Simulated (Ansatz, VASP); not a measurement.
# One calculation of TaN, two programs

INCAR

```
PREC     = Accurate       # precision mode
ENCUT    = 520            # plane-wave cutoff, eV
EDIFF    = 1E-6           # SCF threshold, eV
ISMEAR   = 0              # smearing method
SIGMA    = 0.15           # smearing width, eV
LREAL    = F              # projectors in reciprocal space
LASPH    = T              # aspherical terms in the spheres
NELM     = 100            # most SCF steps
ALGO     = Normal         # electronic algorithm
ISIF     = 2              # what is computed and relaxed
LWAVE    = F              # write WAVECAR
LCHARG   = F              # write CHGCAR
GGA      = PS             # functional
NBANDS   = 15             # bands
```

KPOINTS

```
Automatic mesh
0
Gamma
  18 18 18
```

The input POSCAR:

```
TaN
1.0
    0.0000000000      2.0700500000      2.0700500000
    2.0700500000      0.0000000000      2.0700500000
    2.0700500000      2.0700500000      0.0000000000
Ta N
1 1
Direct
    0.5000000000      0.5000000000      0.5000000000
    0.0000000000      0.0000000000      0.0000000000
```

Input for Ansatz:

```yaml
crystal:
  lattice:
    - [0.0, 2.07005, 2.07005]
    - [2.07005, 0.0, 2.07005]
    - [2.07005, 2.07005, 0.0]
  atoms:
    - { symbol: Ta, position: [0.5, 0.5, 0.5] }
    - { symbol: "N", position: [0.0, 0.0, 0.0] }
basis:
  ecutwfc: 420
kpoints:
  mp_grid: { grid: [18, 18, 18] }
hamiltonian:
  xc: pbesol
scf:
  occupations: { method: gaussian, width: 0.15 }
output:
  forces: true
  stress: true
  eigenvalues: true
```

Change from the starting cell: strain -0.050 along x and y, -0.050 along z, atoms carried along.

Alike in both runs: task single point; functional PBEsol; k mesh 18 × 18 × 18; occupations gaussian, width 0.15 eV; no spin polarisation.

```csv
,VASP,Ansatz
version,VASP 6.6.1,Ansatz 0.2.0
potentials or method,"VASP PAW PBE potentials, release 64 (Ta_pv, N)","scalar-relativistic, plane waves, PAW"
plane-wave cutoff (eV),520,420
valence electrons in the cell,16,18
```

Ansatz gave:

| Quantity | Value |
| --- | --- |
| gap on the k mesh at the Fermi level (eV) | none |
| pressure (GPa) | 85.2 |

Task: Estimate VASP's values.

Result: gap on the k mesh at the Fermi level (eV): none; pressure (GPa): 87.7.

A gap of «none» marks a metal or a gap that the smearing closes. The two sets of potentials don't hold the same shells in valence.

Caveats: the cell as given lies far from equilibrium; so large a pressure means that the cell lies far from this level's equilibrium, or that cutoff or potentials fall short (VASP); the potentials were made for another functional, which shifts forces and pressure (VASP). The runs have no spin-orbit coupling, so splittings on Ta are missing.
